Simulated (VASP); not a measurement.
A run of VASP 6.6.1 is set up as follows.

File INCAR:

```
SYSTEM = SnO2
ALGO     = Fast           ! electronic algorithm
EDIFF    = 1E-6           ! SCF threshold, eV
EDIFFG   = -0.001         ! ionic threshold
ENCUT    = 600            ! plane-wave cutoff, eV
GGA      = PS             ! functional
IBRION   = 2              ! ionic algorithm
ISIF     = 3              ! what is computed and relaxed
ISMEAR   = 0              ! smearing method
LASPH    = .TRUE.         ! aspherical terms in the spheres
LCHARG   = .FALSE.        ! write CHGCAR
LREAL    = .FALSE.        ! projectors in reciprocal space
LWAVE    = .FALSE.        ! write WAVECAR
NELM     = 100            ! most SCF steps
NSW      = 80             ! ionic steps
PREC     = Accurate       ! precision mode
SIGMA    = 0.01           ! smearing width, eV
```

Contents of KPOINTS:

```
k-points
0
G
  6 6 8
  0 0 0
```

Contents of POSCAR:

```
SnO2
1.0
    4.7689900187      0.0000000000      0.0000000000
    0.0000000000      4.7689900187      0.0000000000
    0.0000000000      0.0000000000      3.2120647290
Sn O
2 4
Direct
    0.0000000000      0.0000000000      0.0000000000
    0.5000000000      0.5000000000      0.5000000000
    0.3062763835      0.3062763835      0.0000000000
    0.1937236165      0.8062763835      0.5000000000
    0.6937236165      0.6937236165      0.0000000000
    0.8062763835      0.1937236165      0.5000000000
```

Potentials or basis: VASP PAW PBE potentials, release 64 (Sn_d, O).

Launch:

```bash
$ cat potpaw_PBE.64/Sn_d/POTCAR potpaw_PBE.64/O/POTCAR > POTCAR
$ mpirun -np 1 vasp_std > vasp.out
```

Q: What does it give for the space group after relaxing (to 0.05 Å)?

A: P4_2/mnm (No. 136).

Q: Predict the relaxed volume.

A: 12.20 Å³/atom.

Q: What does it give for the band gap on the k mesh?

A: 0.89 eV, direct.

The path:
```
step  energy change (eV)  largest force (eV/Å)  pressure (GPa)  volume (Å³)
   1              0.0000                0.0148            0.47        73.05
   2              0.0001                0.0218           -0.62        73.43
   3             -0.0003                0.0023           -0.03        73.23
   4             -0.0003                0.0016            0.02        73.22
   5             -0.0003                0.0019            0.04        73.22
   6             -0.0003                0.0026            0.03        73.23
   7             -0.0003                0.0008           -0.01        73.23
   8             -0.0003                0.0009            0.02        73.22
   9             -0.0003                0.0003            0.00        73.22
```

Caveat: the PAW data sets were made with another functional, which shifts forces and pressure a little; spin-orbit coupling is left out, which moves the levels of the heavy elements.
